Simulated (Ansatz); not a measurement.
Wanted: the native input for an Ansatz 0.2.0 run.

```
Task                : single point
Functional          : PBE
Potentials or basis : all-electron LAPW, scalar-relativistic
Cutoff              : 379 eV (chosen from the basis error)
Basis error allowed : 0.001 eV/atom
k mesh              : 10 × 10 × 3
Occupations         : fermi-dirac, width 0.05 eV
Spin                : no spin polarisation
```

SiC:

```xyz
8
Lattice="3.0757 0.0000 0.0000 -1.5378 2.6636 0.0000 0.0000 0.0000 10.0706" Properties=species:S:1:pos:R:3 pbc="T T T"
Si   -0.0056   -0.0550    1.8485
Si   -0.0108    0.0049    6.9251
Si    0.0049    1.7926    4.4417
Si    1.5530    0.8814    9.4196
C    -0.0315    0.0109    0.0320
C     0.0185    0.0010    5.0324
C     0.0019    1.7460    2.5099
C     1.5453    0.8752    7.5333
```

The cell is a database's computed one.

The cell isn't the ideal one: atoms moved at random, drawn with an rms of 0.05 Å.

One way to write it, as run:

input.yaml

```yaml
crystal:
  lattice:
    - [3.0756941497, 0.0, 0.0]
    - [-1.5378470748, 2.6636292679, 0.0]
    - [0.0, 0.0, 10.07064648]
  atoms:
    - { symbol: Si, position: [-0.01215, -0.020649, 0.183552] }
    - { symbol: Si, position: [-0.002582, 0.00184, 0.687648] }
    - { symbol: Si, position: [0.338101, 0.672992, 0.441054] }
    - { symbol: Si, position: [0.670378, 0.330914, 0.935353] }
    - { symbol: C, position: [-0.008196, 0.004086, 0.003176] }
    - { symbol: C, position: [0.006209, 0.000376, 0.499705] }
    - { symbol: C, position: [0.328365, 0.655511, 0.249234] }
    - { symbol: C, position: [0.666705, 0.328578, 0.74805] }
kpoints:
  mp_grid: { grid: [10, 10, 3] }
scf:
  occupations: { method: fermi_dirac, width: 0.05 }
hamiltonian:
  xc: pbe
  pseudopotentials: { kind: all_electron, lapw: { basis_error: 0.001 } }
output:
  forces: true
  stress: true
  eigenvalues: true
  populations: true
```

Potentials or basis: all-electron LAPW, scalar-relativistic.

Run with:

```bash
$ ansatz run input.yaml --threads 4 --pin off --max-ram 12288MiB --backend cpu --events-out ev --progress --plain --runs-dir out
```

It gave:

The pressure is 4.4 GPa. The largest force is 2.055 eV/Å, the band gap on the k mesh is 1.84 eV, indirect (least direct gap 3.12 eV) and the loewdin charges are Si +1.06, +1.07, +1.04; C -0.98, -0.97, -0.99 e.

Caveat: an odd mesh through Γ misses points on the zone boundary, where band edges often lie.

Run time: 2.9 min on 4 threads of Intel(R) Xeon(R) Processor @ 2.50GHz (Skylake/Cascade Lake) (shared host), peak memory 1.4 GiB.
